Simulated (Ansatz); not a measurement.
A run of Ansatz 0.2.0 is set up as follows.

input.yaml

```yaml
crystal:
  lattice:
    - [-0.02045521, 1.97065405, 2.04383284]
    - [2.00265691, 0.00996627, 2.01341136]
    - [2.05929448, 1.99687013, -0.04667129]
  atoms:
    - { symbol: Al, position: [0.0, 0.0, 0.0] }
hamiltonian:
  xc: revpbe
  pseudopotentials: { kind: paw }
  dispersion: d4
kpoints:
  mp_grid: { grid: [11, 11, 11] }
scf:
  occupations: { method: fermi_dirac, width: 0.05 }
output:
  forces: true
  stress: true
  eigenvalues: true
relax:
  f_tol: 0.01
  max_steps: 40
  cell: { stress_tol: 0.05 }
```

Potentials or basis: Ansatz PAW.

Run with:

```bash
$ ansatz run input.yaml --threads 2 --pin off --max-ram 5632MiB --backend cpu --events-out ev --progress --plain --runs-dir out
```

(1) Predict the relaxed cell.

(2) What does it give for the space group after relaxing (to 0.05 Å)?

Results:

(1) a = 2.818 Å, b = 2.799 Å, c = 2.799 Å, α = 60.00°, β = 60.24°, γ = 60.23°.

(2) Fm-3m (No. 225).
